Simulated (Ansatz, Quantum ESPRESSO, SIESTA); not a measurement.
**One calculation of Al2O3, 3 ways**

```xyz
5
Lattice="3.0175 0.0000 0.0000 -1.5087 2.6132 0.0000 0.0000 0.0000 7.5746" Properties=species:S:1:pos:R:3 pbc="T T T"
Al    0.0000    0.0000    5.4693
Al    0.0000    0.0000    2.1054
O     0.0000    0.0000    3.7873
O     1.5087    0.8711    6.0638
O     0.0000    1.7421    1.5108
```

Measurements of this composition are mostly on another form, of space group No. 167.

Alike in all runs: task band structure; functional LDA; k mesh 10 × 10 × 4; occupations fermi-dirac, width 0.05 eV; no spin polarisation; no spin-orbit coupling. LDA stands for any of its common fits. Pressure is positive in compression and, in plane waves, holds the error of the finite cutoff. Gaps are the smaller of the mesh's and the band path's.

```csv
program and potentials,plane-wave cutoff (eV),notes,band gap (eV),pressure (GPa),largest force (eV/Å)
"SIESTA, files PseudoDojo sr-lda-0.4.1-standard, DZP (energy shift 0.003 Ry)",-,atomic basis,2.14,-7.34,0.303
"Quantum ESPRESSO, GBRV 1.5 LDA",612,-,2.21,-7.25,0.399
"Ansatz, all-electron LAPW, scalar-relativistic",-,-,2.23,-8.09,0.465
```

Force on atom 1 (Al), eV/Å:

```json
{"program and potentials": "SIESTA, files PseudoDojo sr-lda-0.4.1-standard, DZP (energy shift 0.003 Ry)", "x": "0.000", "y": "0.000", "z": "-0.303"}
{"program and potentials": "Quantum ESPRESSO, GBRV 1.5 LDA", "x": "0.000", "y": "0.000", "z": "-0.119"}
{"program and potentials": "Ansatz, all-electron LAPW, scalar-relativistic", "x": "0.000", "y": "0.000", "z": "-0.180"}
```

The band gap spans 2.14 (SIESTA, files PseudoDojo sr-lda-0.4.1-standard, DZP (energy shift 0.003 Ry)) to 2.23 eV (Ansatz, all-electron LAPW, scalar-relativistic), with all-electron results at 2.23. The pressure spans -8.09 (Ansatz, all-electron LAPW, scalar-relativistic) to -7.25 GPa (Quantum ESPRESSO, GBRV 1.5 LDA), with all-electron results at -8.09. Rows in atomic bases carry the error of their basis and grid, which can be large.

The functional is the same throughout but for its coding, so the spread measures potentials, basis and numerics; runs on potential files found faulty are left out.
